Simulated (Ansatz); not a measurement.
Crystal: ZrB2.

```
CELL_PARAMETERS angstrom
3.17000 0.00000 0.00000
-1.58500 2.74530 0.00000
0.00000 0.00000 3.53300
ATOMIC_POSITIONS crystal
Zr 0.00000 0.00000 0.00000
B 0.66667 0.33333 0.50000
B 0.33333 0.66667 0.50000
```

Program: Ansatz 0.2.0. Alike in all runs: potentials or basis Ansatz PAW; cell as given; cutoff (eV) 420.

Q: Order these runs on this cell by their pressure, lowest first.
A. level PBEsol; spin SOC, no magnetisation; k mesh 7 × 7 × 6; smearing fermi-dirac 0.05 eV; points for each segment of the path 14
B. level BLYP; spin off; k mesh 10 × 10 × 8; smearing fermi-dirac 0.05 eV; points for each segment of the path 14
C. level PBE; spin off; k mesh 10 × 10 × 8; smearing gaussian 0.019 eV
D. level revPBE; spin off; k mesh 10 × 10 × 8; smearing fermi-dirac 0.05 eV; points for each segment of the path 14

A: A (-4.1 GPa), C (0.8 GPa), D (3.5 GPa), B (7.3 GPa).

Caveats: the PAW data sets come from PBE, with cores solved anew for the run's functional, which leaves a small shift of forces and pressure (some runs).
